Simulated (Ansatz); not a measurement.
# CaSe: the cost of one run

All numbers are computed with Ansatz 0.2.0 through its Python package. Level of theory: DFT PBE, plane waves, PAW.

### Step 1. Starting point

It takes space group F-43m (No. 216, cubic). Conventional cell: a = 6.600 Å, b = 6.600 Å, c = 6.600 Å, α = 90.00°, β = 90.00°, γ = 90.00°. Ca (site symmetry -43m) has 4 Se at 2.86 Å as nearest neighbours. Se (site symmetry -43m) has 4 Ca at 2.86 Å as nearest neighbours.

The script holds or builds the structure itself.

### Step 2. The code

run_strain.py reads:

```python
from dataclasses import dataclass

import ansatz as az
import numpy as np


@dataclass(frozen=True)
class RunConfig:
    filling: str = "fixed"
    cutoff_ev: int = 550
    kmesh: tuple[int, ...] = (5, 5, 5)


opts = RunConfig()

vectors0 = np.array([
    [0.0, 3.3, 3.3],
    [3.3, 0.0, 3.3],
    [3.3, 3.3, 0.0],
])
sites = [
    ("Ca", [0.0, 0.0, 0.0]),
    ("Se", [0.75, 0.75, 0.75]),
]


def make_crystal(cell):
    crystal = az.Crystal(lattice=az.Lattice.of(cell))
    for symbol, position in sites:
        crystal = crystal.atom(symbol, position)
    return crystal

values = np.linspace(-0.01, 0.01, 7)
energies = []
for d in values:
    strain = np.diag([d, d, 0])
    cell = vectors0 @ (np.eye(3) + strain)
    calc = make_crystal(cell).calculation()
    calc = calc.occupations(opts.filling).basis(opts.cutoff_ev)
    calc = calc.functional(az.Functional.PBE)
    calc = calc.kpoints(*opts.kmesh)
    summary = calc.run(threads=1, pin="off").report
    energies.append(summary["free_energy_ev"] / len(sites))
energies = np.array(energies)

for value, e in zip(values, energies):
    print(f"strain {value:7.3f}   E - Emin = {1000 * (e - energies.min()):9.3f} meV/atom")
np.savetxt("strain.csv", np.column_stack([values, energies]), fmt="%.6f", delimiter=",", header="strain,energy_eV_per_atom")
curvature = 2 * np.polyfit(values, energies, 3)[1]
volume = abs(np.linalg.det(vectors0)) / len(sites)
print(f"d2E/dd2 over the volume: {curvature / volume * 160.21766:.1f} GPa")
```

### Step 3. The input behind the calls

The engine receives this input (first run):

```yaml
crystal:
  lattice:
    - [0.0, 3.267, 3.3]
    - [3.267, 0.0, 3.3]
    - [3.267, 3.267, 0.0]
  atoms:
    - { symbol: Ca, position: [0.0, 0.0, 0.0] }
    - { symbol: Se, position: [0.75, 0.75, 0.75] }
basis:
  ecutwfc: 550.0
kpoints:
  mp_grid:
    grid: [5, 5, 5]
hamiltonian:
  xc: pbe
scf:
  occupations:
    method: fixed
```

### Step 4. Launch

On the command line:

```
python run_strain.py
```

What time and memory should one allow on 1 thread of Intel Xeon Platinum 8375C at 2.90GHz (Ice Lake), shared host?

About 11 s, with a peak of 0.43 GiB.
